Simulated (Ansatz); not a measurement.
Input of an Ansatz 0.2.0 run:

input.yaml

```yaml
crystal:
  lattice:
    - [3.335484782, 0.0, 0.0]
    - [-1.667742391, 2.8886145552, 0.0]
    - [0.0, 0.0, 5.50914292]
  atoms:
    - { symbol: In, position: [0.6666666667, 0.3333333333, 0.75] }
    - { symbol: In, position: [0.3333333333, 0.6666666667, 0.25] }
hamiltonian:
  xc: pbe
  pseudopotentials: { kind: paw }
kpoints:
  mp_grid: { grid: [9, 9, 5] }
scf:
  occupations: { method: gaussian, width: 0.028 }
output:
  forces: true
  stress: true
  eigenvalues: true
```

Potentials or basis: Ansatz PAW.

Launch:

```console
$ ansatz run input.yaml --threads 2 --pin off --max-ram 5632MiB --backend cpu --events-out ev --progress --plain --runs-dir out
```

(1) What does it give for the pressure?

(2) What does it give for the band gap on the k mesh?

Answers

(1) 1.4 GPa.

(2) none (metal or under the smearing width).
